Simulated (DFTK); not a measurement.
The system is Pt.

```
CELL_PARAMETERS angstrom
0.00000 1.96090 1.96090
1.96090 0.00000 1.96090
1.96090 1.96090 0.00000
ATOMIC_POSITIONS crystal
Pt 0.00000 0.00000 0.00000
```

Base run:

| Property | Result |
| --- | --- |
| Program | DFTK 0.8.2 |
| Functional | r2SCAN |
| Potentials or basis | SG15 1.2 (PBE) |
| Cutoff | 1225 eV |
| k mesh | 12 × 12 × 12 |
| Occupations | fermi-dirac, width 0.05 eV |
| Spin | no spin polarisation |

Its results: band gap on the k mesh none (metal or under the smearing width); pressure 4.4 GPa.

Task: The run is repeated on the same cell with these changes: potentials or basis from SG15 1.2 (PBE) to cp2k.nc.sr.pbe.v0_1.largecore.gth (PBE, GTH, large core); cutoff from 1225 eV to 1415 eV; valence electrons from 18 to 10. What comes out?

Result: Band gap on the k mesh none (metal or under the smearing width); pressure 9.2 GPa.

Caveats: the potentials were made for another functional, which shifts forces and pressure; GTH potentials come without recommended cutoffs, and this one wasn't checked for convergence (some runs); this set keeps more shells in the core, which shifts pressures and gaps (some runs).

Not every run made on this cell is shown here.
